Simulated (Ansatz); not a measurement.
Crystal: SbPt.

```
CELL_PARAMETERS angstrom
4.12000 0.00000 0.00000
-2.06000 3.56802 0.00000
0.00000 0.00000 5.47000
ATOMIC_POSITIONS crystal
Pt 0.00000 0.00000 0.50000
Pt 0.00000 0.00000 0.00000
Sb 0.66667 0.33333 0.75000
Sb 0.33333 0.66667 0.25000
```

Base run:

* Program: Ansatz 0.2.0
* Functional: PBEsol
* Potentials or basis: Ansatz PAW
* Cutoff: 420 eV
* Density cutoff: 1680 eV
* k mesh: 8 × 8 × 5
* Occupations: fermi-dirac, width 0.05 eV
* Spin: no spin polarisation
* Hubbard terms: Pt d U = 3 eV

Its results: band gap on the k mesh none (metal or under the smearing width); pressure 3.8 GPa.

Problem. After a change of settings the same cell gave: band gap on the k mesh none (metal or under the smearing width); pressure 5.3 GPa. Which change was it?
A. hubbard terms from Pt d U = 3 eV to none; hubbard projectors from ortho-atomic (the default) to none
B. hubbard terms from Pt d U = 3 eV to Pt d U = 8 eV
C. hubbard terms from Pt d U = 3 eV to Pt d U = 1 eV

Solution. B.

Caveats: U without spin polarisation on a metal has little footing; the PAW data sets come from PBE, with cores solved anew for the run's functional, which leaves a small shift of forces and pressure; the U is typed as a test and isn't derived for this compound.

Not every run made on this cell is shown here.
